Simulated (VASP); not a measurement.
Write the native input for VASP 6.6.1 that does the following.

```
Task                   : single point
Functional             : r2SCAN
Dispersion             : rVV10
Potentials or basis    : VASP PAW PBE potentials, release 64 (Cd, Se)
Cutoff                 : 520 eV
k mesh                 : 6 × 6 × 6
Occupations            : gaussian, width 0.1 eV
Spin                   : no spin polarisation
Dipole correction      : no
Further INCAR settings : ALGO = Normal; EDIFF = 1e-06; NBANDS = 16
```

Crystal: CdSe.

```xyz
2
Lattice="0.0000 3.0703 3.0703 3.0703 0.0000 3.0703 3.0703 3.0703 0.0000" Properties=species:S:1:pos:R:3 pbc="T T T"
Cd    0.0000    0.0000    0.0000
Se    4.6054    4.6054    4.6054
```

Measurements of this composition are mostly on another form, of space group No. 186.

These files were run (other wordings do the same):

POSCAR

```
CdSe
1.0
    0.0000000000      3.0702711986      3.0702711986
    3.0702711986      0.0000000000      3.0702711986
    3.0702711986      3.0702711986      0.0000000000
Cd Se
1 1
Direct
    0.0000000000      0.0000000000      0.0000000000
    0.7500000000      0.7500000000      0.7500000000
```

INCAR.step1

```
PREC     = Accurate       # precision mode
ENCUT    = 520            # plane-wave cutoff, eV
ISMEAR   = 0              # smearing method
SIGMA    = 0.1            # smearing width, eV
LREAL    = F              # projectors in reciprocal space
LASPH    = T              # aspherical terms in the spheres
NELM     = 100            # most SCF steps
NBANDS   = 16             # bands
GGA      = PE             # functional
ALGO     = Normal         # electronic algorithm
EDIFF    = 1E-4           # SCF threshold, eV
LWAVE    = T              # write WAVECAR
LCHARG   = F              # write CHGCAR
```

INCAR.step2

```
PREC     = Accurate       # precision mode
ENCUT    = 520            # plane-wave cutoff, eV
EDIFF    = 1E-6           # SCF threshold, eV
ISMEAR   = 0              # smearing method
SIGMA    = 0.1            # smearing width, eV
LREAL    = F              # projectors in reciprocal space
LASPH    = T              # aspherical terms in the spheres
NELM     = 100            # most SCF steps
ALGO     = Normal         # electronic algorithm
ISIF     = 2              # what is computed and relaxed
LWAVE    = F              # write WAVECAR
LCHARG   = T              # write CHGCAR
METAGGA  = R2SCAN         # meta-GGA
LMIXTAU  = T            
LUSE_VDW = T            
IVDW_NL  = 2            
BPARAM   = 11.95        
CPARAM   = 0.0093       
LELF     = T              # ELF
LVHAR    = T            
NBANDS   = 16             # bands
ISTART   = 1
```

KPOINTS

```
Automatic mesh
0
Gamma
  6 6 6
```

Potentials or basis: VASP PAW PBE potentials, release 64 (Cd, Se).

Run with:

```sh
$ cat potpaw_PBE.64/Cd/POTCAR potpaw_PBE.64/Se/POTCAR > POTCAR
$ cp INCAR.step1 INCAR
$ mpirun -np 1 vasp_std > vasp.out
$ cp INCAR.step2 INCAR
$ mpirun -np 1 vasp_std > vasp.out
```

It gave:

```yaml
Pressure: -0.6 GPa
Band_gap_on_the_k_mesh: 0.97 eV, direct
```

Caveat: the PAW data sets were made with another functional, which shifts forces and pressure a little.

It took 46 s on 1 thread of Intel(R) Xeon(R) 6975P-C (Granite Rapids) (shared host), peak memory 0.32 GiB.
